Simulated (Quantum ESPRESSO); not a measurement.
# MnS (Rambergite): the choice of functional, part 3 of 3

How much do the magnetic results of MnS (Rambergite) hang on the functional?

Quantum ESPRESSO 7.5; LDA with U = 4 eV on Mn d (ortho-atomic projectors); plane waves with GBRV 1.5 LDA potentials, no spin-orbit coupling (settings of the first rung).

So far, absolute magnetization (μB): 10 in steps 2, 4, 6, 8 and 10.

The database entry behind the starting cell differs from later determinations by our own check (about 0.3 % short against later determinations), so it need not match the best structure at ambient conditions.

**12. Rung 6, start ferro ++**

Level of this step: RPBE with U = 4 eV on Mn d (ortho-atomic projectors); plane waves with GBRV 1.5 PBE potentials, no spin-orbit coupling (Quantum ESPRESSO).

Input file pw.in:

```
&CONTROL
  calculation = 'scf'
  prefix = 'pwscf'
  outdir = './tmp'
  pseudo_dir = './pseudo'
  disk_io = 'nowf'
/
&SYSTEM
  ibrav = 0
  nat = 4
  ntyp = 2
  ecutwfc = 40
  ecutrho = 280
  nbnd = 34
  input_dft = 'rpbe'
  occupations = 'smearing'
  smearing = 'fd'
  degauss = 0.00734986
  nspin = 2
  starting_magnetization(1) = 0.3
  starting_magnetization(2) = 0
/
&ELECTRONS
  conv_thr = 8d-09
  electron_maxstep = 150
  mixing_beta = 0.3
/
ATOMIC_SPECIES
Mn     54.9380 mn_pbe_v1.5.uspp.F.UPF
S      32.0600 s_pbe_v1.4.uspp.F.UPF
CELL_PARAMETERS angstrom
   3.9760000000    0.0000000000    0.0000000000
  -1.9880000000    3.4433170054    0.0000000000
   0.0000000000    0.0000000000    6.4320000000
ATOMIC_POSITIONS crystal
Mn      0.3333333333    0.6666666667    0.0000000000
Mn      0.6666666667    0.3333333333    0.5000000000
S       0.3333333333    0.6666666667    0.3850000000
S       0.6666666667    0.3333333333    0.8850000000
K_POINTS automatic
6 6 6 0 0 0
HUBBARD {ortho-atomic}
U Mn-3d 4.0000
```

Run with:

```sh
> OMP_NUM_THREADS=1 mpirun -n 2 pw.x -nk 2 -in pw.in > pw.out
```

The program printed:

```text
     [... lines left out ...]
Program PWSCF v.7.5 starts
     [... lines left out ...]
     number of atoms/cell      =            4
     [... lines left out ...]
     number of electrons       =        42.00
     number of Kohn-Sham states=           34
     kinetic-energy cutoff     =      40.0000  Ry
     charge density cutoff     =     280.0000  Ry
     scf convergence threshold =      8.0E-09
     [... lines left out ...]
     12 Sym. Ops. (no inversion) found ( 6 have fractional translation)
     [... lines left out ...]
     number of k points=    28  Fermi-Dirac smearing, width (Ry)=  0.0073
     [... lines left out ...]
     iteration # 10     ecut=    40.00 Ry     beta= 0.30
     [... lines left out ...]
     Magnetic moment per site  (integrated on atomic sphere of radius R)
     atom   1 (R=0.250)  charge= 12.8800  magn=  4.3665
     atom   2 (R=0.250)  charge= 12.8800  magn=  4.3665
     atom   3 (R=0.250)  charge=  4.2337  magn=  0.0411
     atom   4 (R=0.250)  charge=  4.2337  magn=  0.0411
     [... lines left out ...]
     Tr[ns(  1)] (up, down, total) =   4.95981  0.25655  5.21636
     [... lines left out ...]
     Tr[ns(  2)] (up, down, total) =   4.95981  0.25655  5.21636
     [... lines left out ...]
     the Fermi energy is     8.0331 ev
!    total energy              =    -470.86230000 Ry
     estimated scf accuracy    <          7.3E-09 Ry
     smearing contrib. (-TS)   =      -0.00000123 Ry
     [... lines left out ...]
     total magnetization       =    10.00 Bohr mag/cell
     absolute magnetization    =    10.00 Bohr mag/cell
     convergence has been achieved in  10 iterations
```

The job ended after 45 s (2 MPI ranks of Intel Xeon 6975P-C (Granite Rapids), shared host; peak memory 0.41 GiB; 87 s of CPU time).

Numbers from this step:

| Item | Value |
| --- | --- |
| magnetization | 10 μB |
| final state | ferromagnetic |
| largest moment | 4.366 μB |

**13. Rung 6, start antiferro +-**

Input file pw.in:

```
&CONTROL
  calculation = 'scf'
  prefix = 'pwscf'
  outdir = './tmp'
  pseudo_dir = './pseudo'
  disk_io = 'nowf'
/
&SYSTEM
  ibrav = 0
  nat = 4
  ntyp = 3
  ecutwfc = 40
  ecutrho = 280
  nbnd = 30
  input_dft = 'rpbe'
  occupations = 'smearing'
  smearing = 'fd'
  degauss = 0.00734986
  nspin = 2
  starting_magnetization(1) = 0.3
  starting_magnetization(2) = -0.3
  starting_magnetization(3) = 0
/
&ELECTRONS
  conv_thr = 8d-09
  electron_maxstep = 150
  mixing_beta = 0.3
/
ATOMIC_SPECIES
Mn1    54.9380 mn_pbe_v1.5.uspp.F.UPF
Mn2    54.9380 mn_pbe_v1.5.uspp.F.UPF
S      32.0600 s_pbe_v1.4.uspp.F.UPF
CELL_PARAMETERS angstrom
   3.9760000000    0.0000000000    0.0000000000
  -1.9880000000    3.4433170054    0.0000000000
   0.0000000000    0.0000000000    6.4320000000
ATOMIC_POSITIONS crystal
Mn1     0.3333333333    0.6666666667    0.0000000000
Mn2     0.6666666667    0.3333333333    0.5000000000
S       0.3333333333    0.6666666667    0.3850000000
S       0.6666666667    0.3333333333    0.8850000000
K_POINTS automatic
6 6 6 0 0 0
HUBBARD {ortho-atomic}
U Mn1-3d 4.0000
U Mn2-3d 4.0000
```

The program printed:

```text
     [... lines left out ...]
Program PWSCF v.7.5 starts
     [... lines left out ...]
     number of atoms/cell      =            4
     [... lines left out ...]
     number of electrons       =        42.00
     number of Kohn-Sham states=           30
     kinetic-energy cutoff     =      40.0000  Ry
     charge density cutoff     =     280.0000  Ry
     scf convergence threshold =      8.0E-09
     [... lines left out ...]
      6 Sym. Ops. (no inversion) found
     [... lines left out ...]
     number of k points=    34  Fermi-Dirac smearing, width (Ry)=  0.0073
     [... lines left out ...]
     iteration # 14     ecut=    40.00 Ry     beta= 0.30
     [... lines left out ...]
     Magnetic moment per site  (integrated on atomic sphere of radius R)
     atom   1 (R=0.250)  charge= 12.8841  magn=  4.3260
     atom   2 (R=0.250)  charge= 12.8841  magn= -4.3260
     atom   3 (R=0.250)  charge=  4.2298  magn= -0.0139
     atom   4 (R=0.250)  charge=  4.2298  magn=  0.0139
     [... lines left out ...]
     Tr[ns(  1)] (up, down, total) =   4.95461  0.28276  5.23737
     [... lines left out ...]
     Tr[ns(  2)] (up, down, total) =   0.28276  4.95461  5.23737
     [... lines left out ...]
     the Fermi energy is     7.9416 ev
!    total energy              =    -470.87019056 Ry
     estimated scf accuracy    <          2.1E-10 Ry
     smearing contrib. (-TS)   =      -0.00000009 Ry
     [... lines left out ...]
     total magnetization       =     0.00 Bohr mag/cell
     absolute magnetization    =     9.79 Bohr mag/cell
     convergence has been achieved in  14 iterations
```

Run time: 71 s. Hardware: 2 MPI ranks; peak memory 0.43 GiB; 2.3 min of CPU time.

Numbers from this step:

```
magnetization  : 0 μB
final state    : antiferromagnetic
largest moment : 4.326 μB
```

**14. The rungs together**

Ladder, by row:

```csv
rung,functional,potentials,state from the first start,state from the second start,second less first (meV a seeded atom),"moment, first (μB)","moment, second (μB)",CPU time (s)
1,LDA,GBRV 1.5 LDA,ferromagnetic,antiferromagnetic,-59.81,4.324,4.276,212.8
2,PBEsol,GBRV 1.5 PBEsol,ferromagnetic,antiferromagnetic,-52.82,4.348,4.305,231.8
3,PBE,GBRV 1.5 PBE,ferromagnetic,antiferromagnetic,-56.62,4.356,4.313,218.5
4,WC,GBRV 1.5 PBE,ferromagnetic,antiferromagnetic,-52.53,4.35,4.307,232.4
5,revPBE,GBRV 1.5 PBE,ferromagnetic,antiferromagnetic,-53.65,4.364,4.324,232.4
6,RPBE,GBRV 1.5 PBE,ferromagnetic,antiferromagnetic,-53.68,4.366,4.326,222.8
```

**15. Outcome**

| Item | Value |
| --- | --- |
| range of the largest moment, first start | 4.32 to 4.37 μB; second start 4.28 to 4.33 μB |
| range of CPU time | 3.5 min to 3.9 min |
| range of the energy difference | -59.8 to -52.5 meV a seeded atom |

**Reading.** For the first start the functionals give moments from 4.32 to 4.37 μB; all use the same cell, so differences in their own lattice constants don't enter. Rungs 4, 5 and 6 use pseudopotentials made with another functional. Energies are free energies at an electronic temperature of 1160 K, which lowers moments and differences where the moments are itinerant.

[Logs and program files are shortened in this print: banners, set-up blocks, solver, clock and traceback lines can be left out without a mark of their own.]

[Logs are printed without paths, hosts, clocks, repeated set-up lines and the standing remarks that a program may print on its own settings, such as how far it seeks lower states.]

[Hosts, paths, dates, database ids (printed as entryN), source tags and the programs' standing remarks are cut or masked in the printed files.]

[Where a cell is said to come from a database of computed structures, the database is the Materials Project.]
